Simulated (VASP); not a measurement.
A run of VASP 6.6.1 is set up as follows.

File INCAR:

```
PREC = Accurate
ENCUT = 520
EDIFF = 1E-6
ISMEAR = 0
SIGMA = 0.1
LREAL = F
LASPH = T
NELM = 80
ALGO = Fast
ISIF = 2
LWAVE = F
LCHARG = F
GGA = PE
NBANDS = 36
```

KPOINTS

```
regular mesh
0
Gamma
  4 4 4
```

File POSCAR:

```
Zr3B5
1.0
    3.9280068800      0.0000000000      0.0000000000
    0.0000000000      3.9280068800      0.0000000000
    0.0000000000      0.0000000000      3.9280068800
Zr B
3 5
Direct
    0.5000000000      0.0000000000      0.0000000000
    0.0000000000      0.5000000000      0.0000000000
    0.0000000000      0.0000000000      0.5000000000
    0.0000000000      0.5000000000      0.5000000000
    0.5000000000      0.0000000000      0.5000000000
    0.5000000000      0.5000000000      0.0000000000
    0.5000000000      0.5000000000      0.5000000000
    0.0000000000      0.0000000000      0.0000000000
```

Potentials or basis: VASP PAW PBE potentials, release 64 (Zr_sv, B).

Run with:

```bash
$ cat potpaw_PBE.64/Zr_sv/POTCAR potpaw_PBE.64/B/POTCAR > POTCAR
$ mpirun -np 1 vasp_std > vasp.out
```

**Question.** Predict the pressure.

**Answer.** 209.8 GPa.

**Question.** What does it give for the band gap on the k mesh?

**Answer.** None (metal or under the smearing width).

Caveat: the k mesh is coarse (spacing up to 0.40 Å⁻¹), so the values aren't converged; a pressure of tens of GPa on the cell as given is suspect, and the run, the potentials or the cell itself is likely at fault.
